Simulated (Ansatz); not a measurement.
SrO (rocksalt): gap against strain (epitaxial in the xy plane)

SrO (rocksalt), relaxed with r2SCAN in Ansatz, then strained (epitaxial in the xy plane; changes of length per length, axes as in the cell below) with the atoms relaxed again within the symmetry that is left. Space group Fm-3m (No. 225), cubic; conventional cell a = 5.160 Å, 17.17 Å³ an atom. Sr is surrounded by 6 O at 2.58 Å; O is surrounded by 6 Sr at 2.58 Å. The values are computed, spin-unpolarised, and not measurements.

```
Sr O
1.0
     0.00000    2.57989    2.57989
     2.57989    0.00000    2.57989
     2.57989    2.57989    0.00000
Sr O
1 1
Cartesian
  0.0000 0.0000 0.0000
  2.5799 2.5799 2.5799
```

Gaps are the least over each mesh (PBE 8×8×8, r2SCAN 8×8×8, HSE06 6×6×6 when unstrained) and the special points, which keep their unstrained names; stress is the change from the unstrained cell, compression positive.

```csv
strain (%),free normal strain (%),"gap, PBE (eV)","gap, r2SCAN (eV)","gap, HSE06 (eV)","edges, HSE06","in-plane stress, r2SCAN (GPa)","energy rise, r2SCAN (meV/atom)"
-5.0,+2.99,3.068,3.536,4.580,X,+14.53,68.6
-3.38,+1.93,3.174,3.653,4.677,Γ → X,+8.79,29.2
-0.84,+0.45,3.283,3.764,–,–,+1.83,1.6
-0.5,+0.25,3.297,3.779,4.778,Γ → X,+1.08,0.6
0.0,0.00,3.318,3.799,4.794,Γ → X,0.00,0.0
+0.5,-0.25,3.286,3.766,4.763,Γ → X,-1.00,0.5
+2.49,-1.24,3.165,3.637,4.643,Γ → X,-4.34,12.3
```

With HSE06 the edges change from X (direct) to Γ → X (indirect) between -5.0 and -3.38 %. With r2SCAN the edges change from X (direct) to Γ → X (indirect) between -5.0 and -3.38 %. With PBE the edges change from X (direct) to Γ → X (indirect) between -5.0 and -3.38 %.

The meshes of the hybrids are coarse, so their gaps aren't converged to the digits shown.
